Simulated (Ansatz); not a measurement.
**Yb: frozen-core PAW against all-electron methods**

```
Yb
1.0
    -2.15148    2.15148    2.15148
     2.15148   -2.15148    2.15148
     2.15148    2.15148   -2.15148
Yb
1
Direct
  0.00000 0.00000 0.00000
```

The cell is the one relaxed in the Materials Project (mp-71), not relaxed further here; entries there can be hypothetical.

Where the f shell is localised, expect the real compound to differ from this run without U.

Spin–orbit coupling is left out, though it moves levels of the heavy atoms by tenths of an eV or more.

Levels of theory: DFT, PBEsol, PAW with Ansatz's default frozen-core files, scalar-relativistic (Ansatz 0.2.0); DFT, PBEsol, all-electron PAW with datasets made for the crystal, scalar-relativistic (Ansatz 0.2.0); DFT, PBEsol, all-electron LAPW, scalar-relativistic (Ansatz 0.2.0).

For PAW: a Γ-centred 12×12×12 k mesh, Fermi–Dirac smearing of 0.05 eV, cutoff 420 eV, no spin polarisation; the PAW files were made with PBE, and the program remakes their frozen cores for this functional. The crystal-made all-electron datasets (AE datasets) take a cutoff of 280 eV at this cell. LAPW targets a basis error of 1 meV/atom. The Ansatz runs share mesh, smearing and spin set-up. Plane-wave (PAW) pressures include the program's estimate of the Pulay term.

Stress and pressure are positive in compression.

Levels count from the Fermi level.

```tsv
quantity	PAW	AE datasets	LAPW
pressure (GPa)	-3.41	-3.39	-3.39
highest filled level at H (eV)	-0.312	-0.314	-0.314
lowest empty level at H (eV)	4.603	4.604	4.604
highest filled level at N (eV)	-0.306	-0.308	-0.308
lowest empty level at N (eV)	0.391	0.392	0.392
```
